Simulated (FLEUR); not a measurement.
# Rh: equation of state with PBE

**The experiment to reproduce.**

From “Thermal equation of state of rhodium characterized by XRD in a resistively heated diamond anvil cell”, 2024, pmc:11535440, for a bulk crystal of Rh: bulk modulus 264 ± 1 GPa.

Rh:

```
Rh
1.0
     0.00000    1.89785    1.89785
     1.89785    0.00000    1.89785
     1.89785    1.89785    0.00000
Rh
1
Direct
  0.00000 0.00000 0.00000
```

```yaml
Program: FLEUR MaX-R8.1 (later development tree)
Task: equation of state
Functional: PBE
Potentials_or_basis: all-electron
Basis: FLAPW
Kmax: 4.26 1/bohr
k_mesh: 12 × 12 × 12
Occupations: fermi-dirac, width 0.05 eV
Spin: no spin polarisation
Gmax: 13.2 1/bohr
Muffin-tin_radii: Rh 2.3 bohr
lmax: Rh 9
Local_orbitals_a_species: Rh 5
```

The equilibrium volume is 14.04 Å³/atom, the bulk modulus is 259 GPa and the pressure derivative of the bulk modulus is 5.1.

Energy against volume, from the lowest point:
```csv
volume (Å³/atom),energy (meV/atom)
12.851,96.37
13.125,54.44
13.398,25.38
13.671,7.51
13.945,0.00
14.218,1.33
14.492,10.59
```

Measured bulk modulus of Rh: 264 GPa (quoted in “Thermal equation of state of rhodium characterized by XRD in a resistively heated diamond anvil cell”, 2024, pmc:11535440). This calculation gives 259 GPa (-1.9 %). The fit is for a static lattice scaled at fixed shape and fixed fractional positions.

PBE usually gives volumes a little too large and moduli too small.
